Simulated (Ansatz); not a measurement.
# ZnS (Wurtzite-2H): band structure with PBE

**The experiment to reproduce.**

A printed reference work, monograph reports, for a bulk crystal of ZnS at 4 K: band gap 3.911 eV (direct).

Crystal: ZnS (Wurtzite-2H).

```
CELL_PARAMETERS angstrom
3.81100 0.00000 0.00000
-1.90550 3.30042 0.00000
0.00000 0.00000 6.23400
ATOMIC_POSITIONS crystal
Zn 0.66667 0.33333 0.50000
Zn 0.33333 0.66667 0.00000
S 0.66667 0.33333 0.88500
S 0.33333 0.66667 0.38500
```

```json
{"Program": "Ansatz 0.2.0", "Task": "band structure", "Functional": "PBE", "Potentials or basis": "all-electron LAPW, scalar-relativistic", "Cutoff": "264 eV (chosen from the basis error)", "Basis error allowed": "0.002 eV/atom", "k mesh": "8 × 8 × 5", "Occupations": "fermi-dirac, width 0.05 eV", "Spin": "no spin polarisation"}
```

```
Pressure                : 2.3 GPa
Largest force           : 0.319 eV/Å
Band gap on the k mesh  : 2.25 eV, direct
Band gap along the path : 2.25 eV, direct
```

Forces in eV/Å, atoms in the order of the input:
```
Zn   0.000  0.000  0.319
Zn   0.000  0.000  0.319
S    0.000  0.000 -0.319
S    0.000  0.000 -0.319
```

Stress tensor (GPa, compression positive):
```
3.02 0.00 0.00
0.00 3.02 0.00
0.00 0.00 1.00
```

Levels at the corners of the path, in eV from the valence-band top:
```tsv
point	band 30	band 31	band 32	band 33	band 34	band 35	band 36	band 37	band 38	band 39
Γ	-0.86	-0.86	-0.01	-0.01	0.00	2.25	3.00	6.28	6.28	6.58
M	-4.21	-3.15	-2.25	-1.56	-0.98	3.61	4.26	5.17	7.11	7.40
K	-4.36	-3.87	-2.21	-2.21	-2.21	4.47	5.91	5.91	7.88	7.90
Γ	-0.86	-0.86	-0.01	-0.01	0.00	2.25	3.00	6.28	6.28	6.58
A	-2.76	-0.45	-0.45	-0.45	-0.45	3.51	3.51	6.71	6.71	6.71
L	-4.89	-1.66	-1.66	-1.53	-1.53	3.61	3.61	5.14	5.14	8.95
H	-4.77	-3.11	-3.11	-1.25	-1.25	4.53	4.53	6.47	6.47	7.30
A	-2.76	-0.45	-0.45	-0.45	-0.45	3.51	3.51	6.71	6.71	6.71
```

It took 32 s on 2 threads of Arm Neoverse V1, with other jobs on the host, peak memory 0.39 GiB.

A measured gap of ZnS is 3.911 eV (direct; 4 K; a printed reference work, monograph); the calculated 2.25 eV misses it by -1.66 eV. The value is that of PBE, without temperature or zero-point motion. Semilocal functionals fall short of measured gaps as a rule.
